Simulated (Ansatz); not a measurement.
# How the functional moves the response of GaN (F-43m) (LDA, PBEsol and r²SCAN)

```
Ga N
1.0
     0.00000    2.22771    2.22771
     2.22771    0.00000    2.22771
     2.22771    2.22771    0.00000
Ga N
1 1
Direct
  0.00000 0.00000 0.00000
  0.25000 0.25000 0.25000
```

This cell (11.06 Å³ an atom) was relaxed by PAW under LDA, and each functional gets its own cell relaxed so. Quantity: harmonic phonons by finite displacements (no LO-TO term; negative means unstable), on a 2×2×2 q mesh. The structure is a database entry and needn't be the stable phase.

Runs: (1) LDA, PAW on Ansatz 0.2.0's default frozen-core files (fitted under PBE), scalar-relativistic; k mesh 8×8×8, fixed occupations, cutoff 420 eV. (2) PBEsol, PAW on Ansatz 0.2.0's default frozen-core files (fitted under PBE), scalar-relativistic; k mesh 8×8×8, fixed occupations, cutoff 420 eV. (3) r²SCAN, PAW on Ansatz 0.2.0's default frozen-core files (fitted under PBE), scalar-relativistic; k mesh 8×8×8, fixed occupations, cutoff 500 eV.

Under LDA: highest mode = 698 cm⁻¹, lowest at L = 137 cm⁻¹, lowest at X = 193 cm⁻¹, highest at Γ = 553 cm⁻¹.

Task: Which way does PBEsol move the volume, and by how much?

Result: a = 4.498 Å, 11.38 Å³ an atom: 2.9 % larger.

Task: What does PBEsol give for these quantities?

Result: 

```json
{"quantity": "highest mode", "LDA": "698 cm⁻¹", "PBEsol": "678 cm⁻¹", "change": "-3 %"}
{"quantity": "lowest at L", "LDA": "137 cm⁻¹", "PBEsol": "134 cm⁻¹", "change": "-2 %"}
{"quantity": "lowest at X", "LDA": "193 cm⁻¹", "PBEsol": "187 cm⁻¹", "change": "-3 %"}
{"quantity": "highest at Γ", "LDA": "553 cm⁻¹", "PBEsol": "537 cm⁻¹", "change": "-3 %"}
```

Task: Which way does r²SCAN move the volume, and by how much?

Result: a = 4.498 Å, 11.37 Å³ an atom: 2.9 % larger.

Task: What does r²SCAN give for these quantities?

Result: 

| quantity | LDA | r²SCAN | change |
| --- | --- | --- | --- |
| highest mode | 698 cm⁻¹ | 697 cm⁻¹ | under 1 % |
| lowest at L | 137 cm⁻¹ | 140 cm⁻¹ | +2 % |
| lowest at X | 193 cm⁻¹ | 195 cm⁻¹ | under 1 % |
| highest at Γ | 553 cm⁻¹ | 546 cm⁻¹ | -1 % |

Limits of these numbers: frozen-core PAW files fitted under PBE, their cores solved anew for the functional of the run; this zinc-blende form is metastable at ambient conditions.
